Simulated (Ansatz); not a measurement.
# Pd(100) / 3 layers Ir(100) / Pd(100): resistance against film thickness, part 2 of 2

How does the resistance across the layers grow with the film in Pd(100) / 3 layers Ir(100) / Pd(100)?

Ansatz 0.2.0; Ansatz plane-wave DFT, PBE, PAW files; ballistic transport by layer matching (Landauer), zero bias.

So far. Step 2 (With 3 layers): The lead's potential steps by 8.4 meV from period to period, small in itself. The program estimates the junction's conductance to 5 % from the k-mesh, 9 % from the leads' distance from neutral and 7.8 % from their steps. Step 3 (With 5 layers, k-mesh 14×14×1, film layers 5): The conductance of the junction is 6.5e14 S/m², 18 % under the 8.0e14 S/m² of the last finished run, no more than the error estimates, leads' steps apart, of 9 and 9.9 % together.

### 4. With 6 layers, k-mesh 14×14×1, film layers 6

The stack now holds 6 film layers; the k-mesh follows the cell, and the energies span -0.27 to 0.27 eV.

System of this step: Pd(100) / 6 layers Ir(100) / Pd(100). The cell holds 14 atoms: 8 Pd and 6 Ir. Cell: a = 2.751 Å, b = 2.751 Å, c = 26.781 Å, α = 90.0°, β = 90.0°, γ = 90.0°. It derives from Pd and Ir. Regions: lead, 8 atoms (8 Pd); films, 6 atoms (6 Ir). The structure is stacked along c, and the current runs across the ab planes.

input.yaml reads:

```yaml
crystal:
  lattice:
    - [2.7505039575, 0.0, 0.0]
    - [0.0, 2.7505039575, 0.0]
    - [0.0, 0.0, 26.7808518951]
  atoms:
    - { symbol: Pd, position: [0.0, 0.0, 0.0363113916] }
    - { symbol: Pd, position: [0.5, 0.5, 0.1089341747] }
    - { symbol: Pd, position: [0.0, 0.0, 0.1815569579] }
    - { symbol: Pd, position: [0.5, 0.5, 0.2541797411] }
    - { symbol: Ir, position: [0.0, 0.0, 0.3254092772] }
    - { symbol: Ir, position: [0.5, 0.5, 0.3952455663] }
    - { symbol: Ir, position: [0.0, 0.0, 0.4650818554] }
    - { symbol: Ir, position: [0.5, 0.5, 0.5349181446] }
    - { symbol: Ir, position: [0.0, 0.0, 0.6047544337] }
    - { symbol: Ir, position: [0.5, 0.5, 0.6745907228] }
    - { symbol: Pd, position: [0.0, 0.0, 0.7458202589] }
    - { symbol: Pd, position: [0.5, 0.5, 0.8184430421] }
    - { symbol: Pd, position: [0.0, 0.0, 0.8910658253] }
    - { symbol: Pd, position: [0.5, 0.5, 0.9636886084] }
kpoints:
  mp_grid: { grid: [14, 14, 1] }
hamiltonian:
  xc: pbe
scf:
  occupations: { method: fermi_dirac, width: 0.1 }
output:
  transmission:
    leads: [[0, 1]]
    kmesh: [26, 26]
    e_range: [-0.27, 0.27]
    de: 0.036
  write_potential: true
  write_density: true
  volumetric_format: npy
```

Started as:

```console
> ansatz run input.yaml --threads 4 --pin off --max-ram 8192MiB --backend cpu --events-out ev --progress --plain --runs-dir out
```

Numbers of over 12 decimals in the logs are rounded to 6 here.

The log of the run:

```text
[...]
Crystal: 14 atoms, lattice volume = 202.604 Å³
Basis set: ecut = 420 eV, 4045 PW (Γ)
Bands: 148, of which v1, the nominal top of the filled ones, is band 123 counted from 1 (122 counted from 0)
Symmetry: 16 space group operations
[...]
k-points: 36 of 196
[...]
--- Transmission ---
  basis      : 69 plane waves across, 47 finite elements along
  points     : 105, standing for a mesh of 26 x 26
[...]
filled         : 29.0 meV over the level at which it is neutral
    channels       : 1.386095e0 a spin
[...]
slowest decay  : 0.0190 /Å at (0.4231, 0.0000)
  junction   : crystal 0 to crystal 0, 0.70 to 25.53 Å
    transmission   : 6.028975e-1 a spin
[...]
resistance     : 8.7408e-4 Ω µm² beyond half of each lead's own
[key lines of the parts left out:]
SCF converged after 10 iterations
Free energy (F): -127394.567695 eV
Fermi energy:    22.380653 eV
```

Run time: 59 s. Hardware: 4 threads of Intel Xeon Platinum 8559C (Emerald Rapids), shared host; peak memory 1.3 GiB.

This step gave:

- free energy: -127394.5677 eV
- energy at zero smearing: -127394.2414 eV
- Fermi energy: 22.38 eV
- step of the lead's potential: 11 meV
- estimated errors of the lead's conductance: 0, 4.3, 11.9 % (band edges, k-mesh, distance from neutral)
- lead conductance per cell: 1.547 G₀
- conductance of the junction: 6.64e14 S/m²
- junction conductance per cell: 0.6486 G₀
- estimated errors of the junction's conductance: 0.6, 0.1, 6.8, 12.6, 9.7 % (energy step, band edges, k-mesh, leads' steps, distance from neutral)
- area resistance that the stack adds (contact term taken off, spin by spin): 0.8741 fΩ m²

Per spin. Transmission, zone mean against energy, zero at the Fermi level:

```
energy (eV)  transmission, zone mean
     -0.270                     1.07
     -0.234                     1.09
     -0.198                     1.09
     -0.162                     1.03
     -0.126                    0.957
     -0.090                    0.860
     -0.054                    0.770
     -0.018                    0.666
      0.018                    0.603
      0.054                    0.544
      0.090                    0.503
      0.126                    0.467
      0.162                    0.463
      0.198                    0.406
      0.234                    0.399
      0.270                    0.414
```

The conductance of the junction is 6.6e14 S/m², 1.9 % over the 6.5e14 S/m² of the last finished run, within the error estimates, leads' steps apart, of 9.9 and 9.7 %. The estimate from the leads' steps, 13 %, is larger still.

### 5. With 8 layers, k-mesh 14×14×1, film layers 8

The stack now holds 8 film layers; the k-mesh follows the cell, and the energies span -0.27 to 0.27 eV.

System of this step: Pd(100) / 8 layers Ir(100) / Pd(100). The cell holds 16 atoms: 8 Pd and 8 Ir. Cell: a = 2.751 Å, b = 2.751 Å, c = 30.521 Å, α = 90.0°, β = 90.0°, γ = 90.0°. It derives from Pd and Ir. Regions: lead, 8 atoms (8 Pd); films, 8 atoms (8 Ir). The structure is stacked along c, and the current runs across the ab planes.

input.yaml, the sections that differ from step 4:

```yaml
crystal:
  lattice:
    - [2.7505039575, 0.0, 0.0]
    - [0.0, 2.7505039575, 0.0]
    - [0.0, 0.0, 30.5214025269]
  atoms:
    - { symbol: Pd, position: [0.0, 0.0, 0.0318612488] }
    - { symbol: Pd, position: [0.5, 0.5, 0.0955837464] }
    - { symbol: Pd, position: [0.0, 0.0, 0.1593062441] }
    - { symbol: Pd, position: [0.5, 0.5, 0.2230287417] }
    - { symbol: Ir, position: [0.0, 0.0, 0.2855287417] }
    - { symbol: Ir, position: [0.5, 0.5, 0.3468062441] }
    - { symbol: Ir, position: [0.0, 0.0, 0.4080837464] }
    - { symbol: Ir, position: [0.5, 0.5, 0.4693612488] }
    - { symbol: Ir, position: [0.0, 0.0, 0.5306387512] }
    - { symbol: Ir, position: [0.5, 0.5, 0.5919162536] }
    - { symbol: Ir, position: [0.0, 0.0, 0.6531937559] }
    - { symbol: Ir, position: [0.5, 0.5, 0.7144712583] }
    - { symbol: Pd, position: [0.0, 0.0, 0.7769712583] }
    - { symbol: Pd, position: [0.5, 0.5, 0.8406937559] }
    - { symbol: Pd, position: [0.0, 0.0, 0.9044162536] }
    - { symbol: Pd, position: [0.5, 0.5, 0.9681387512] }
# kpoints, hamiltonian, scf, output: as in step 4
```

The log of the run:

```text
[...]
Crystal: 16 atoms, lattice volume = 230.903 Å³
Basis set: ecut = 420 eV, 4603 PW (Γ)
Bands: 168, of which v1, the nominal top of the filled ones, is band 140 counted from 1 (139 counted from 0)
Symmetry: 16 space group operations
[...]
k-points: 36 of 196
[...]
--- Transmission ---
  basis      : 69 plane waves across, 52 finite elements along
  points     : 105, standing for a mesh of 26 x 26
[...]
filled         : 29.2 meV over the level at which it is neutral
    channels       : 1.386095e0 a spin
[...]
slowest decay  : 0.0181 /Å at (0.4231, 0.0000)
  junction   : crystal 0 to crystal 0, 0.70 to 29.27 Å
    transmission   : 5.586928e-1 a spin
[...]
resistance     : 9.5339e-4 Ω µm² beyond half of each lead's own
[key lines of the parts left out:]
SCF converged after 10 iterations
Free energy (F): -151265.152135 eV
Fermi energy:    22.802428 eV
```

Wall time 66 s (4 threads); peak memory 1.6 GiB; 3.9 min of CPU time.

This step gave:

| Item | Value |
| --- | --- |
| free energy | -151265.1521 eV |
| energy at zero smearing | -151264.7930 eV |
| Fermi energy | 22.80 eV |
| step of the lead's potential | 10.6 meV |
| estimated errors of the lead's conductance | 0, 4.3, 12 % (band edges, k-mesh, distance from neutral) |
| lead conductance per cell | 1.546 G₀ |
| conductance of the junction | 6.31e14 S/m² |
| junction conductance per cell | 0.6161 G₀ |
| estimated errors of the junction's conductance | 0.9, 0.1, 5.8, 13.3, 9.4 % (energy step, band edges, k-mesh, leads' steps, distance from neutral) |
| area resistance that the stack adds (contact term taken off, spin by spin) | 0.9534 fΩ m² |

Per spin. Table of transmission, zone mean by energy, zero at the Fermi level:

```
energy (eV)  transmission, zone mean
     -0.270                     1.06
     -0.234                     1.02
     -0.198                     1.01
     -0.162                    0.931
     -0.126                    0.863
     -0.090                    0.821
     -0.054                    0.731
     -0.018                    0.627
      0.018                    0.559
      0.054                    0.553
      0.090                    0.518
      0.126                    0.497
      0.162                    0.484
      0.198                    0.472
      0.234                    0.481
      0.270                    0.415
```

The conductance of the junction is 6.3e14 S/m², 5.0 % under the 6.6e14 S/m² of the last finished run, within the error estimates, leads' steps apart, of 9.7 and 9.4 %. The estimate from the leads' steps, 13 %, is larger still.

### 6. With 10 layers, k-mesh 14×14×1, film layers 10

The stack now holds 10 film layers; the k-mesh follows the cell, and the energies span -0.27 to 0.27 eV.

System of this step: Pd(100) / 10 layers Ir(100) / Pd(100). The cell holds 18 atoms: 8 Pd and 10 Ir. Its edges and angles: a = 2.751 Å, b = 2.751 Å, c = 34.262 Å, α = 90.0°, β = 90.0°, γ = 90.0°. It derives from Pd and Ir. Regions: lead, 8 atoms (8 Pd); films, 10 atoms (10 Ir). The structure is stacked along c, and the current runs across the ab planes.

input.yaml, the sections that differ from step 5:

```yaml
crystal:
  lattice:
    - [2.7505039575, 0.0, 0.0]
    - [0.0, 2.7505039575, 0.0]
    - [0.0, 0.0, 34.2619531586]
  atoms:
    - { symbol: Pd, position: [0.0, 0.0, 0.0283827952] }
    - { symbol: Pd, position: [0.5, 0.5, 0.0851483856] }
    - { symbol: Pd, position: [0.0, 0.0, 0.1419139761] }
    - { symbol: Pd, position: [0.5, 0.5, 0.1986795665] }
    - { symbol: Ir, position: [0.0, 0.0, 0.2543561255] }
    - { symbol: Ir, position: [0.5, 0.5, 0.3089436532] }
    - { symbol: Ir, position: [0.0, 0.0, 0.3635311808] }
    - { symbol: Ir, position: [0.5, 0.5, 0.4181187085] }
    - { symbol: Ir, position: [0.0, 0.0, 0.4727062362] }
    - { symbol: Ir, position: [0.5, 0.5, 0.5272937638] }
    - { symbol: Ir, position: [0.0, 0.0, 0.5818812915] }
    - { symbol: Ir, position: [0.5, 0.5, 0.6364688192] }
    - { symbol: Ir, position: [0.0, 0.0, 0.6910563468] }
    - { symbol: Ir, position: [0.5, 0.5, 0.7456438745] }
    - { symbol: Pd, position: [0.0, 0.0, 0.8013204335] }
    - { symbol: Pd, position: [0.5, 0.5, 0.8580860239] }
    - { symbol: Pd, position: [0.0, 0.0, 0.9148516144] }
    - { symbol: Pd, position: [0.5, 0.5, 0.9716172048] }
# kpoints, hamiltonian, scf, output: as in step 5
```

The log of the run:

```text
[...]
Crystal: 18 atoms, lattice volume = 259.201 Å³
Basis set: ecut = 420 eV, 5191 PW (Γ)
Bands: 189, of which v1, the nominal top of the filled ones, is band 157 counted from 1 (156 counted from 0)
Symmetry: 16 space group operations
[...]
k-points: 36 of 196
[...]
--- Transmission ---
  basis      : 69 plane waves across, 60 finite elements along
  points     : 105, standing for a mesh of 26 x 26
[...]
filled         : 29.9 meV over the level at which it is neutral
    channels       : 1.386095e0 a spin
[...]
slowest decay  : 0.0182 /Å at (0.4231, 0.0000)
  junction   : crystal 0 to crystal 0, 0.70 to 33.02 Å
    transmission   : 5.918732e-1 a spin
[...]
resistance     : 8.6978e-4 Ω µm² beyond half of each lead's own
[key lines of the parts left out:]
SCF converged after 10 iterations
Free energy (F): -175135.740910 eV
Fermi energy:    23.125444 eV
```

Elapsed: 81 s, on 4 threads; peak memory 1.9 GiB.

Numbers from this step:

* free energy: -175135.7409 eV
* energy at zero smearing: -175135.3472 eV
* Fermi energy: 23.13 eV
* step of the lead's potential: 10.4 meV
* estimated errors of the lead's conductance: 0, 4.3, 12.3 % (band edges, k-mesh, distance from neutral)
* lead conductance per cell: 1.542 G₀
* conductance of the junction: 6.65e14 S/m²
* junction conductance per cell: 0.6497 G₀
* estimated errors of the junction's conductance: 0.8, 0.3, 6.1, 14.5, 9.4 % (energy step, band edges, k-mesh, leads' steps, distance from neutral)
* area resistance that the stack adds (contact term taken off, spin by spin): 0.8698 fΩ m²

Per spin. Table of transmission, zone mean by energy, zero at the Fermi level:

```
energy (eV)  transmission, zone mean
     -0.270                     1.06
     -0.234                     1.07
     -0.198                     1.04
     -0.162                    0.940
     -0.126                    0.887
     -0.090                    0.850
     -0.054                    0.776
     -0.018                    0.660
      0.018                    0.592
      0.054                    0.582
      0.090                    0.547
      0.126                    0.494
      0.162                    0.479
      0.198                    0.420
      0.234                    0.424
      0.270                    0.406
```

The conductance of the junction is 6.7e14 S/m², 5.5 % over the 6.3e14 S/m² of the last finished run, within the error estimates, leads' steps apart, of 9.4 and 9.4 %. The estimate from the leads' steps, 14 %, is larger still.

### 7. The ladder

Times are for 4 threads of Intel Xeon Platinum 8559C (Emerald Rapids), shared host. The runs compared:

```
no.  film layers  area resistance that the stack adds (contact term taken off, spin by spin) (fΩ m²)  conductance of the junction (S/m²)     time  memory (GiB)
  1            3                                                                              0.6241                             7.97e14  2.6 min           1.7
  2            5                                                                              0.9027                             6.52e14     98 s           1.4
  3            6                                                                              0.8741                             6.64e14     59 s           1.3
  4            8                                                                              0.9534                             6.31e14     66 s           1.6
  5           10                                                                              0.8698                             6.65e14     81 s           1.9
```

### 8. With 5 layers

A repeat with a changed input, to see how far the result depends on it.

This step: Ansatz plane-wave DFT, PBE, PAW files; ballistic transport by layer matching (Landauer), zero bias; changed: output.transmission.temperature = 77.0 (Ansatz 0.2.0).

System of this step: Pd(100) / 5 layers Ir(100) / Pd(100). The cell holds 13 atoms: 8 Pd and 5 Ir. Its edges and angles: a = 2.751 Å, b = 2.751 Å, c = 24.986 Å, α = 86.8°, β = 86.8°, γ = 90.0°. It derives from Pd and Ir. Regions: lead, 8 atoms (8 Pd); films, 5 atoms (5 Ir). The structure is stacked along c, and the current runs across the ab planes.

input.yaml reads:

```yaml
crystal:
  lattice:
    - [2.7505039575, 0.0, 0.0]
    - [0.0, 2.7505039575, 0.0]
    - [1.3752519787, 1.3752519787, 24.9105765793]
  atoms:
    - { symbol: Pd, position: [0.9804811824, 0.9804811824, 0.0390376352] }
    - { symbol: Pd, position: [0.4414435473, 0.4414435473, 0.1171129055] }
    - { symbol: Pd, position: [0.9024059121, 0.9024059121, 0.1951881758] }
    - { symbol: Pd, position: [0.363368277, 0.363368277, 0.2732634461] }
    - { symbol: Ir, position: [0.8250795675, 0.8250795675, 0.349840865] }
    - { symbol: Ir, position: [0.2875397838, 0.2875397838, 0.4249204325] }
    - { symbol: Ir, position: [0.75, 0.75, 0.5] }
    - { symbol: Ir, position: [0.2124602162, 0.2124602162, 0.5750795675] }
    - { symbol: Ir, position: [0.6749204325, 0.6749204325, 0.650159135] }
    - { symbol: Pd, position: [0.136631723, 0.136631723, 0.7267365539] }
    - { symbol: Pd, position: [0.5975940879, 0.5975940879, 0.8048118242] }
    - { symbol: Pd, position: [0.0585564527, 0.0585564527, 0.8828870945] }
    - { symbol: Pd, position: [0.5195188176, 0.5195188176, 0.9609623648] }
kpoints:
  mp_grid: { grid: [14, 14, 1] }
hamiltonian:
  xc: pbe
scf:
  occupations: { method: fermi_dirac, width: 0.1 }
output:
  transmission:
    leads: [[0, 1]]
    kmesh: [26, 26]
    e_range: [-0.27, 0.27]
    de: 0.036
    temperature: 77.0
  write_potential: true
  write_density: true
  volumetric_format: npy
```

The log of the run:

```text
[...]
Crystal: 13 atoms, lattice volume = 188.455 Å³
Basis set: ecut = 420 eV, 3759 PW (Γ)
Bands: 138, of which v1, the nominal top of the filled ones, is band 115 counted from 1 (114 counted from 0)
Symmetry: 4 space group operations
k-points: 57 of 196
[...]
SCF iter   1: F=—  HF=-115459.485641 eV  |F-HF|=—  |Δ(HF+E_count)|=         —  Δρ=2.57e-2  dr2=4.60e1  ethr=1.77e-3  ⟨swp⟩=5.2  Hψ=26619  notcnv=0  defer=307
[...]
SCF iter   9: F=-115459.255270 eV  HF=-115459.255270 eV  |F-HF|=9.17e-8  |Δ(HF+E_count)|=   1.53e-8  Δρ=2.68e-6  dr2=9.77e-8  ethr=4.37e-11  ⟨swp⟩=7.0  Hψ=21486  notcnv=0
SCF 1 converged in 9 iterations: F = -115459.255270 eV  dr2 = 9.77e-8
[...]
transmission: 771 of 7686 steps passed
transmission: 1539 of 7686 steps passed
[...]
transmission: 7686 of 7686 steps passed
SCF converged after 9 iterations
Free energy (F): -115459.255270 eV
[...]
Internal energy: -115458.627671 eV  (E = F + TS)
E sigma→0 (E₀):  -115458.941470 eV
Entropy (-TS):   -0.627600 eV (-48.277 meV/atom)
Fermi energy:    22.132511 eV
[...]
--- Band table (eV; the first three rows and the last of 57) ---
  k-point 0: bands = [... 111 lower, 21.3831, 21.6480, 21.8375, 21.8585, 21.8599, 22.0064, 22.0708, 22.1040, ... 19 higher]
  k-point 1: bands = [... 111 lower, 21.4587, 21.5826, 21.6700, 21.6918, 21.8102, 21.8171, 21.9418, 22.0068, ... 19 higher]
  k-point 2: bands = [... 111 lower, 21.2057, 21.2641, 21.2698, 21.5614, 21.6094, 21.6597, 21.8507, 22.0722, ... 19 higher]
  k-point 56: bands = [... 111 lower, 22.9536, 23.3486, 23.3528, 23.4148, 23.6891, 23.6891, 24.5082, 24.6545, ... 19 higher]
--- Transmission ---
  basis      : 69 plane waves across, 42 finite elements along
  points     : 183, standing for a mesh of 26 x 26
[...]
channels       : 1.386095e0 a spin
    conductance    : none, the energies end too early or step too widely for 77 K: set another output.transmission.e_range or a lower de, or, where they end at an eighth of basis.ecutwfc, a higher one
    slowest decay  : 0.0182 /Å at (0.4231, 0.0000)
  junction   : crystal 0 to crystal 0, 0.70 to 23.66 Å
    transmission   : 5.805800e-1 a spin
[...]
```

Run time: 60 s. Hardware: 4 threads; peak memory 1.4 GiB.

This step gave:

| Property | Result |
| --- | --- |
| free energy | -115459.2553 eV |
| energy at zero smearing | -115458.9415 eV |
| Fermi energy | 22.13 eV |
| step of the lead's potential | 11.5 meV |

Per spin. The transmission, zone mean by energy, zero at the Fermi level:

```
energy (eV)  transmission, zone mean
     -0.270                     1.06
     -0.234                     1.07
     -0.198                     1.03
     -0.162                    0.966
     -0.126                    0.924
     -0.090                    0.853
     -0.054                    0.754
     -0.018                    0.655
      0.018                    0.581
      0.054                    0.536
      0.090                    0.524
      0.126                    0.534
      0.162                    0.496
      0.198                    0.473
      0.234                    0.476
      0.270                    0.446
```

With these settings the solved energies don't cover or resolve the Fermi function, so the program prints no conductance.

### 9. Outcome

```
area resistance, 3 layers  : 0.624 fΩ m²
area resistance, 5 layers  : 0.903 fΩ m²
area resistance, 6 layers  : 0.874 fΩ m²
area resistance, 8 layers  : 0.953 fΩ m²
area resistance, 10 layers : 0.870 fΩ m²
```

What this shows: The stack adds 0.62 fΩ m² with 3 layers and 0.87 fΩ m² with 10. From 5 layers on no step exceeds the two runs' error estimates together, as expected where only the two interfaces scatter; half the mean, 0.45 fΩ m², is a rough coherent figure for one interface. Atoms sit on ideal sites and aren't relaxed. Spin-orbit coupling is left out, which matters for Ir. The program's error estimate for the conductance, leads' steps apart, is near 9.9 %. Ir(100) is stretched by 1.3 % in plane to fit Pd(100), at its own atomic volume.

[Logs are printed without paths, hosts, clocks, repeated set-up lines and the standing remarks that a program may print on its own settings, such as how far it seeks lower states.]

[Hosts, paths, dates, database ids (printed as entryN), source tags and the programs' standing remarks are cut or masked in the printed files.]
